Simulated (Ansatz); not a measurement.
# Mg (Fm-3m) in Ansatz: settings compared

The runs below take Mg through electron localisation function, single point, electrostatic potential, with LDA, PBE0+D4, r2SCAN.

All numbers are computed with Ansatz 0.2.0; they aren't measurements. Logs are shortened: lines on timing, memory, paths and dates and some standing lists are left out, and cuts for length are marked.

## 1. The crystal as given

Symmetry: Fm-3m, No. 225, cubic system. Conventional cell: a = 4.489 Å, b = 4.489 Å, c = 4.489 Å, α = 90.00°, β = 90.00°, γ = 90.00°. Around Mg (site symmetry m-3m) lie 12 Mg at 3.17 Å.

This isn't the form of Mg at room conditions, which is hcp.

## 2. Electron localisation function, LDA

Contents of input.yaml:

```yaml
crystal:
  lattice: { a: 4.488512, b: 4.488512, c: 4.488512, alpha: 90.0, beta: 90.0, gamma: 90.0 }
  space_group: 225
  reduce_to_primitive: true
  atoms:
    - { symbol: Mg, wyckoff: "4a", position: [0.0, 0.0, 0.0] }
hamiltonian:
  xc: lda
  pseudopotentials: { kind: paw, xc_functional: lda, accuracy: standard }
kpoints:
  mp_grid: { grid: [10, 10, 10] }
scf:
  occupations: { method: tetrahedron }
output:
  forces: true
  stress: true
  write_density: true
  write_potential: true
  elf: true
  volumetric_format: npy
```

Potentials or basis: JTH PAW LDA.

On the command line:

```console
> ansatz run input.yaml --threads 1 --pin off --max-ram 2560MiB --backend cpu --events-out ev --progress --plain --runs-dir out
```

Log:

```text
Warning: output.forces, output.stress, relax.cell or npt_langevin: where a Kohn–Sham band that disperses or a degenerate level is filled in part under the method tetrahedron, the forces or the stress that this run publishes need not agree with its energy (scf.occupations.method in the input reference, under Limitations); prefer a smearing scheme for the forces or the stress
Warning: the checks of this Mg dataset prove no rule for summing its radial tables, as where they were carried onto another mesh than they were made on, and Gregory's rule is taken, under which a leading mesh point left out moves its sums only by what lay on the interval it spanned. That does not make them correct, and they differ from Quantum ESPRESSO's on this file; a re-export a fraction of a mesh step off can move them. hamiltonian.pseudopotentials.radial_quadrature: simpson_from_first_knot sums it by `pw.x`'s rule; on a PAW file no value gives `pw.x`'s numbers. What more to know: hamiltonian.pseudopotentials.radial_quadrature, in the input reference
Warning: RAYON_NUM_THREADS=1 ignored (pool sized by the plan → 1); use --threads N
crystal.space_group: 225 is read as Fm-3m: the typed cell holds Mg4 (Mg 4a). Least distances (Å): Mg–Mg 3.174
Engine: ansatz 0.2.0, aarch64-unknown-linux-gnu
Pseudopotentials: kind: paw
Pseudopotential: Mg, paw, valence charge 10, recommended cutoff 870 eV (normal), Mg.paw.azcp
Functional definition: SPW92
  exchange = slater_x
  correlation = pw_c
Crystal: 1 atoms, lattice volume = 22.607 Å³
Basis set: ecut = 870 eV, 1363 PW (Γ)
Bands: 9, of which v1, the nominal top of the filled ones, is band 5 counted from 1 (4 counted from 0)
Symmetry: 48 space group operations
Space group: Fm-3m (ITA 225), of the structure as read, at distance tolerance 2.8e-5 Å
k-points: 47 of 1000
Non-local potential: Mg, projectors of the file, l = 0: 2, l = 1: 2
PAW form: compensated (Kresse and Joubert's): semilocal exchange-correlation on the pseudo side sees the compensation charge
PAW one-centre angular grid: Mg, 110 points (default); XC on 64 Gauss nodes
Initial density: superposition of atomic densities (chi_scale 0.1, normalization cell)
Initial wavefunctions: pseudopotential atomic-orbital guess
Functional: x = slater, c = lda
SCF iter   1: F=—  HF=-1901.214192 eV  |F-HF|=—  |Δ(HF+E_count)|=         —  Δρ=1.28e-2  dr2=4.54e-2  ethr=3.10e-3  ⟨swp⟩=6.0  Hψ=3204  notcnv=0
preconditioner: auto → none  [metal: no gap  n_scr=0 (ndim 8)  ℏωp=11.0 eV  f_vac=0.000]
SCF iter   2: F=—  HF=-1901.205101 eV  |F-HF|=—  |Δ(HF+E_count)|=   9.09e-3  Δρ=6.26e-3  dr2=1.03e-2  ethr=4.54e-4  ⟨swp⟩=2.0  Hψ=973  notcnv=0
SCF iter   3: F=—  HF=-1901.202783 eV  |F-HF|=—  |Δ(HF+E_count)|=   2.32e-3  Δρ=1.55e-4  dr2=4.58e-6  ethr=1.03e-4  ⟨swp⟩=2.0  Hψ=601  notcnv=0
SCF iter   4: F=—  HF=-1901.202802 eV  |F-HF|=—  |Δ(HF+E_count)|=   1.91e-5  Δρ=4.09e-5  dr2=3.10e-7  ethr=1.00e-9  ⟨swp⟩=10.2  Hψ=2757  notcnv=0
SCF iter   5: F=-1901.202800 eV  HF=-1901.202800 eV  |F-HF|=1.05e-10  |Δ(HF+E_count)|=   1.21e-6  Δρ=1.34e-6  dr2=7.34e-11  ethr=1.00e-9  ⟨swp⟩=7.2  Hψ=1837  notcnv=0
SCF 1 converged in 5 iterations: F = -1901.202800 eV  dr2 = 7.34e-11
SCF converged after 5 iterations
Stability not checked: this state was not tested for a lower state beside it, because cold or Methfessel-Paxton smearing, or corrected tetrahedra, fill the levels in a way that the test cannot read (fill_not_monotonic; see scf.lower_state_search)
Free energy (F): -1901.202800 eV
Harris-Foulkes:  -1901.202800 eV  (|F-HF|=1.05e-10)
Internal energy: -1901.202800 eV  (E = F + TS)
E sigma→0 (E₀):  -1901.202800 eV
Fermi energy:    6.267959 eV
--- Per-component energies (eV) ---
  E_band       = -349.276970
  E_kinetic    = 94.346336
  E_local      = -1146.042115  (includes V_loc(G=0)·N_el)
  E_nonlocal   = -397.984223
  E_hartree    = 410.762537
  E_xc         = -177.255990
  E_vxc        = -232.737940  (∫ρ·V_xc dr)
  E_paw        = 50.407801  (= ΣΔE_a)
  E_vpaw       = 511.615760  (= ΣTr[D̂ρ^β])
  E_aug_tail   = 0.000215  (compensation charges beyond the density's cutoff)
  E_ewald      = -735.437361
  E_smearing   = -0.000000  (= −TS)
  E_closure    = -0.000000  (closes the sum)
  Σ components = -1901.202800   (vs F -1901.202800, Δ=0.00e0)
--- Forces (eV/Å), atoms counted from 1 ---
  atom   1  Mg     0.00000000    -0.00000000    -0.00000000
  max |Σ_I F_I| component: 4.60e-31 eV/Å
--- Stress (GPa, compression-positive) ---
       -1.545361       0.000000       0.000000
       -0.000000      -1.545361      -0.000000
        0.000000      -0.000000      -1.545361
  P = ⅓ Tr σ = -1.5454 GPa (-15.454 kbar)
--- Band table (eV; the first three rows and the last of 47) ---
  k-point 0: bands = ["-68.9886", "-36.3862", "-36.3862", "-36.3862", "-0.6816", "18.6864", "18.6864", "18.6864", "20.6140"]
  k-point 1: bands = ["-68.9883", "-36.3895", "-36.3867", "-36.3867", "-0.4568", "16.0756", "18.2497", "18.2497", "20.5862"]
  k-point 2: bands = ["-68.9874", "-36.3983", "-36.3880", "-36.3880", "0.2141", "12.8081", "17.6953", "17.6953", "20.1340"]
  k-point 46: bands = ["-68.9841", "-36.4124", "-36.4062", "-36.3996", "7.1506", "8.0764", "8.4899", "10.1299", "19.4163"]
```

Wall time 1.6 s (1 thread of Arm Neoverse V1, shared host); peak memory 0.26 GiB.

Results:

```yaml
Free_energy: -1901.2028 eV
Pressure: -1.5 GPa
Band_gap_on_the_k_mesh: none (metal or under the smearing width)
```

Levels at points of the mesh, in eV from the Fermi level:
| k point | band 2 | band 3 | band 4 | band 5 | band 6 | band 7 | band 8 | band 9 |
| --- | --- | --- | --- | --- | --- | --- | --- | --- |
| (0.00, 0.00, 0.00) | -42.65 | -42.65 | -42.65 | -6.95 | 12.42 | 12.42 | 12.42 | 14.35 |
| (0.00, 0.00, -0.50) | -42.69 | -42.66 | -42.66 | -1.66 | -1.30 | 11.35 | 11.35 | 12.11 |
| (0.00, -0.50, -0.50) | -42.69 | -42.67 | -42.67 | -0.18 | 0.82 | 6.17 | 6.98 | 6.98 |

Caveat: with tetrahedron occupations forces and stress needn't match the slope of the energy.

## 3. Single point, PBE0+D4

Contents of input.yaml:

```yaml
crystal:
  lattice: { a: 4.488512, b: 4.488512, c: 4.488512, alpha: 90.0, beta: 90.0, gamma: 90.0 }
  space_group: 225
  reduce_to_primitive: true
  atoms:
    - { symbol: Mg, wyckoff: "4a", position: [0.0, 0.0, 0.0] }
hamiltonian:
  xc: pbe0
  pseudopotentials: { kind: paw }
  dispersion: d4
kpoints:
  mp_grid: { grid: [7, 7, 7] }
scf:
  occupations: { method: gaussian, width: 0.025 }
output:
  forces: true
  stress: true
  eigenvalues: true
  write_density: true
  write_potential: true
  elf: true
  volumetric_format: npy
```

Potentials or basis: Ansatz PAW.

On the command line:

```console
> ansatz run input.yaml --threads 1 --pin off --max-ram 2560MiB --backend cpu --events-out ev --progress --plain --runs-dir out
```

It took 11 s on 1 thread of Arm Neoverse V1, shared host; peak memory 0.58 GiB.

The run converged. Its results:

```
Free energy            : -1924.3007 eV
Pressure               : 0.2 GPa
Band gap on the k mesh : 0.64 eV
```

Levels at points of the mesh, in eV from the valence-band top:
```tsv
k point	band 3	band 4	band 5	band 6	band 7	band 8
(0.00, 0.00, 0.00)	-46.47	-46.47	-8.26	13.97	13.97	13.97
```

Caveat: odd divisions of the mesh miss points on the zone boundary, where band edges often lie, so the gap on the mesh can be too wide; the PAW data sets come from PBE, with cores solved anew for the run's functional, which leaves a small shift of forces and pressure; the thresholds are loose for stress. A k mesh can miss the band edges.

## 4. Electron localisation function, LDA

Contents of input.yaml:

```yaml
crystal:
  lattice:
    - [0.0, 2.244256, 2.244256]
    - [2.244256, 0.0, 2.244256]
    - [2.244256, 2.244256, 0.0]
  atoms:
    - { symbol: Mg, position: [0.0, 0.0, 0.0] }
hamiltonian:
  xc: lda
  pseudopotentials: { kind: paw, xc_functional: lda, accuracy: standard }
kpoints:
  mp_grid: { grid: [10, 10, 10] }
scf:
  occupations: { method: tetrahedron }
output:
  forces: true
  stress: true
  write_density: true
  write_potential: true
  elf: true
  volumetric_format: npy
```

Potentials or basis: JTH PAW LDA.

On the command line:

```console
> ansatz run input.yaml --threads 1 --pin off --max-ram 2560MiB --backend cpu --events-out ev --progress --plain --runs-dir out
```

Log:

```text
Warning: output.forces, output.stress, relax.cell or npt_langevin: where a Kohn–Sham band that disperses or a degenerate level is filled in part under the method tetrahedron, the forces or the stress that this run publishes need not agree with its energy (scf.occupations.method in the input reference, under Limitations); prefer a smearing scheme for the forces or the stress
Warning: the checks of this Mg dataset prove no rule for summing its radial tables, as where they were carried onto another mesh than they were made on, and Gregory's rule is taken, under which a leading mesh point left out moves its sums only by what lay on the interval it spanned. That does not make them correct, and they differ from Quantum ESPRESSO's on this file; a re-export a fraction of a mesh step off can move them. hamiltonian.pseudopotentials.radial_quadrature: simpson_from_first_knot sums it by `pw.x`'s rule; on a PAW file no value gives `pw.x`'s numbers. What more to know: hamiltonian.pseudopotentials.radial_quadrature, in the input reference
Warning: RAYON_NUM_THREADS=1 ignored (pool sized by the plan → 1); use --threads N
[... 6 set-up lines as earlier in the session ...]
Crystal: 1 atoms, lattice volume = 22.607 Å³
Basis set: ecut = 870 eV, 1363 PW (Γ)
Bands: 9, of which v1, the nominal top of the filled ones, is band 5 counted from 1 (4 counted from 0)
[... 1 set-up line as earlier in the session ...]
[... 33 lines left out ...]
  E_aug_tail   = 0.000215  (compensation charges beyond the density's cutoff)
  E_ewald      = -735.437361
  E_smearing   = -0.000000  (= −TS)
  E_closure    = -0.000000  (closes the sum)
  Σ components = -1901.202800   (vs F -1901.202800, Δ=0.00e0)
--- Forces (eV/Å), atoms counted from 1 ---
  atom   1  Mg    -0.00000000     0.00000000     0.00000000
  max |Σ_I F_I| component: 2.17e-30 eV/Å
--- Stress (GPa, compression-positive) ---
       -1.545361      -0.000000      -0.000000
        0.000000      -1.545361       0.000000
        0.000000      -0.000000      -1.545361
  P = ⅓ Tr σ = -1.5454 GPa (-15.454 kbar)
--- Band table (eV; the first three rows and the last of 47) ---
  k-point 0: bands = ["-68.9886", "-36.3862", "-36.3862", "-36.3862", "-0.6816", "18.6864", "18.6864", "18.6864", "20.6140"]
  k-point 1: bands = ["-68.9883", "-36.3895", "-36.3867", "-36.3867", "-0.4568", "16.0756", "18.2497", "18.2497", "20.5862"]
  k-point 2: bands = ["-68.9874", "-36.3983", "-36.3880", "-36.3880", "0.2141", "12.8081", "17.6953", "17.6953", "20.1340"]
  k-point 46: bands = ["-68.9841", "-36.4124", "-36.4062", "-36.3996", "7.1506", "8.0764", "8.4899", "10.1299", "19.4163"]
```

It took 1.6 s on 1 thread of Arm Neoverse V1, shared host; peak memory 0.26 GiB.

Results:

```
Free energy            : -1901.2028 eV
Pressure               : -1.5 GPa
Band gap on the k mesh : none (metal or under the smearing width)
```

Caveat: with tetrahedron occupations forces and stress needn't match the slope of the energy.

## 5. Electrostatic potential, r2SCAN, collinear spin, random start

Contents of input.yaml:

```yaml
crystal:
  lattice:
    - [0.0, 2.244256, 2.244256]
    - [2.244256, 0.0, 2.244256]
    - [2.244256, 2.244256, 0.0]
  atoms:
    - { symbol: Mg, position: [0.0, 0.0, 0.0], spin: 2.0 }
hamiltonian:
  xc: r2scan
  pseudopotentials: { kind: nc, source: spms }
kpoints:
  mp_grid: { grid: [10, 10, 10] }
scf:
  occupations: { method: methfessel_paxton, width: 0.1 }
output:
  forces: true
  stress: true
  eigenvalues: true
  write_density: true
  write_potential: true
  elf: true
  volumetric_format: npy
magnetization:
  spin_polarized: true
```

Potentials or basis: SPMS NC.

On the command line:

```console
> ansatz run input.yaml --threads 1 --pin off --max-ram 2560MiB --backend cpu --events-out ev --progress --plain --runs-dir out
```

It took 14 s on 1 thread of Arm Neoverse V1, shared host; peak memory 0.28 GiB.

Results (log left out):

```yaml
Free_energy: -1526.0607 eV
Pressure: 1.0 GPa
Band_gap_on_the_k_mesh: none (metal or under the smearing width)
Net_moment: 0.00 μB per cell
Absolute_moment: 0.00 μB per cell
```

Levels at points of the mesh, in eV from the Fermi level:
Spin up:
```
             k point  band 2  band 3  band 4  band 5  band 6  band 7  band 8  band 9  band 10
  (0.00, 0.00, 0.00)  -44.23  -44.23  -44.23   -7.56   13.18   13.18   13.18   15.54    15.77
 (0.00, 0.00, -0.50)  -44.27  -44.24  -44.24   -2.03   -1.33   11.98   11.98   13.35    13.35
(0.00, -0.50, -0.50)  -44.27  -44.25  -44.25   -0.34    0.79    6.34    7.56    7.56    10.93
```
Spin down:
```
             k point  band 2  band 3  band 4  band 5  band 6  band 7  band 8  band 9
  (0.00, 0.00, 0.00)  -44.23  -44.23  -44.23   -7.56   13.18   13.18   13.18   15.54
 (0.00, 0.00, -0.50)  -44.27  -44.24  -44.24   -2.03   -1.33   11.98   11.98   13.35
(0.00, -0.50, -0.50)  -44.27  -44.25  -44.25   -0.34    0.79    6.34    7.56    7.56
```

Caveat: the meta-GGA runs on potentials made for a GGA; the potentials were made for another functional, which shifts forces and pressure; the starting moments weren't kept.

## 6. The runs side by side

| task | level | potentials or basis | spin | k mesh | cutoff (eV) | smearing | other keys | gap on the mesh (eV) | pressure (GPa) |
| --- | --- | --- | --- | --- | --- | --- | --- | --- | --- |
| electron localisation function | LDA | JTH PAW LDA | off | 10 × 10 × 10 | 870 | tetrahedron | - | none | -1.5 |
| single point | PBE0+D4 | Ansatz PAW | off | 7 × 7 × 7 | 420 | gaussian 0.025 eV | - | 0.64 | 0.2 |
| electrostatic potential | r2SCAN | SPMS NC | collinear, random start | 10 × 10 × 10 | 762 | methfessel-paxton 0.1 eV | magnetization = spin_polarized True | none | 1.0 |

Alike in all rows: cell as given.

Caveats: with tetrahedron occupations forces and stress needn't match the slope of the energy (some runs); odd divisions of the mesh miss points on the zone boundary, where band edges often lie, so the gap on the mesh can be too wide (some runs); the PAW data sets come from PBE, with cores solved anew for the run's functional, which leaves a small shift of forces and pressure (some runs); the thresholds are loose for stress (some runs); the meta-GGA runs on potentials made for a GGA (some runs); the potentials were made for another functional, which shifts forces and pressure (some runs); the starting moments weren't kept (some runs).

Absolute energies hang on the potentials; compare differences alone.
